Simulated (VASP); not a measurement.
A VASP calculation is set up with these files.

### INCAR
```
SYSTEM = ZnTe
PREC = Accurate
ENCUT = 400
EDIFF = 1E-6
NELM = 100
ALGO = Normal
LREAL = .FALSE.
LASPH = .TRUE.
ISMEAR = 0
SIGMA = 0.05
GGA = PE
LMAXMIX = 2
LWAVE = .FALSE.
LCHARG = .FALSE.
ISIF = 2
LDAU = .TRUE.
LDAUTYPE = 2
LDAUL = 2 -1
LDAUU = 5.0 0
LDAUJ = 0 0
LDAUPRINT = 1
LORBIT = 10
```

**POSCAR**
```
ZnTe
3.050
  0.0000000000   1.0000000000   1.0000000000
  1.0000000000   0.0000000000   1.0000000000
  1.0000000000   1.0000000000   0.0000000000
Zn Te
1 1
Cart
  0.0000000000   0.0000000000   0.0000000000
  0.5000000000   0.5000000000   0.5000000000
```

KPOINTS:
```
Automatic mesh
0
G
  7 7 7
0 0 0
```

POTCAR, in this order: Zn Te (PBE.64 set). Program: vasp_std.

Task: Translate this PBE+U calculation to Quantum ESPRESSO's pw.x.

Result: One equivalent input (not run):
```
&CONTROL
  calculation = 'scf'
  pseudo_dir = './pseudo'
  outdir = './out'
  tprnfor = .true.
  tstress = .true.
/
&SYSTEM
  ibrav = 0
  nat = 2
  ntyp = 2
  ecutwfc = 84
  occupations = 'smearing'
  smearing = 'gaussian'
  degauss = 0.003675
  input_dft = 'pbe'
/
&ELECTRONS
  conv_thr = 7.3e-08
  electron_maxstep = 100
/
ATOMIC_SPECIES
  Zn 65.380 Zn.upf
  Te 127.600 Te.upf
CELL_PARAMETERS angstrom
     0.0000000    3.0500000    3.0500000
     3.0500000    0.0000000    3.0500000
     3.0500000    3.0500000    0.0000000
ATOMIC_POSITIONS crystal
  Zn   0.0000000  0.0000000  0.0000000
  Te   0.2500000  0.2500000  0.2500000
K_POINTS automatic
  7 7 7 0 0 0
HUBBARD {ortho-atomic}
U Zn-3d 5
```
What does not carry over: the potentials are each code's own (VASP's PAW set, PseudoDojo norm-conserving files in pw.x), so ENCUT and ecutwfc are chosen apart and not converted; conv_thr bounds pw.x's estimated SCF error, while EDIFF bounds the energy change between steps; the +U projectors differ (PAW spheres against orthogonalised atomic orbitals), so the same U acts differently.

The compound is ZnTe in the zinc blende structure. The cell was not relaxed at this level. The run is one of a series of settings (LDAU = .TRUE., LDAUJ = 0 0, LDAUL = 2 -1, LDAUTYPE = 2, LDAUU = 5.0 0, LMAXMIX = 2 against the base run), some of them coarse on purpose.
